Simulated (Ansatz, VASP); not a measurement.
## One calculation of Nb, two programs

```
Nb
1.0
    -1.66395    1.62235    1.62235
     1.66395   -1.70555    1.70555
     1.66395    1.70555   -1.70555
Nb
1
Cartesian
  0.0000 0.0000 0.0000
```

Change from the starting cell: strain -0.0500 x Voigt [0, 0, 0, 1, 0, 0], atoms carried along.

Alike in both runs: task single point; functional r2SCAN; k mesh 20 × 20 × 20; occupations gaussian, width 0.15 eV; no spin polarisation.

|  | VASP | Ansatz |
| --- | --- | --- |
| version | VASP 6.6.1 | Ansatz 0.2.0 |
| potentials or method | VASP PAW PBE potentials, release 64 (Nb_sv) | scalar-relativistic, plane waves, PAW |
| plane-wave cutoff (eV) | 520 | 500 |
| valence electrons in the cell | 13 | 13 |

|  | VASP | Ansatz | Ansatz less VASP |
| --- | --- | --- | --- |
| gap on the k mesh at the Fermi level (eV) | none | none | - |
| pressure (GPa) | -3.8 | -3.6 | +0.22 |
| largest component of the traceless stress (GPa) | 0.30 | 0.28 | -0.020 |

A gap of «none» marks a metal or a gap that the smearing closes.

Caveats: the PAW data sets were made with another functional, which shifts forces and pressure a little (VASP).
